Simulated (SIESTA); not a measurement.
MoS2 under changes of volume

One of the cells (17.750 Å³/atom); the others are scaled copies at fixed shape and fractional positions:

```xyz
3
Lattice="1.5855 0.9154 6.1150 -1.5855 0.9154 6.1150 0.0000 -1.8308 6.1150" Properties=species:S:1:pos:R:3 pbc="T T T"
Mo    0.0000    0.0000    0.0000
S     0.0000    0.0000    4.5862
S     0.0000    0.0000   13.7587
```

Measurements of this composition are mostly on another form, of space group No. 194.

```yaml
Program: SIESTA 5.4.2
Functional: LDA
Potentials_or_basis: PseudoDojo 0.4 standard (LDA files)
Basis: DZP (energy shift 0.003 Ry; two zetas on semicore shells)
Grid_cutoff: 800 Ry
Energy_shift: 0.003 Ry
k_mesh: 10 × 10 × 10
Occupations: fermi-dirac, width 0.05 eV
Spin: no spin polarisation
```

```csv
volume (Å³/atom),energy over the lowest point (meV/atom),pressure (GPa),largest force (eV/Å)
16.685,61.33,14.8,2.262
17.040,33.34,10.5,1.805
17.395,14.36,6.7,1.383
17.750,3.53,3.2,0.994
18.105,0.00,0.1,0.632
18.460,3.09,-2.8,0.296
18.815,?,?,?
```

What does the run at 18.815 Å³/atom give?

Energy over the lowest point 12.15 meV/atom; pressure -5.3 GPa; largest force 0.015 eV/Å.

Worked out: A Birch-Murnaghan fit of order 3 (a polynomial in V^(-2/3)) to the other rows has its minimum at 18.11 Å³/atom with B0 = V·E''(V) = 152 GPa and B' = 4.3 at fixed shape and positions, which overstates the stiffness. It gives 12.13 meV/atom at 18.815 Å³/atom, against the run's 12.15, and -dE/dV = -5.3 GPa, against -5.3.

Energies are extrapolated to zero smearing.

Caveats: the cell's inner coordinates are idealised or old, which leaves forces on the atoms; the basis of atomic orbitals isn't converged, which shifts pressures, moduli and gaps.
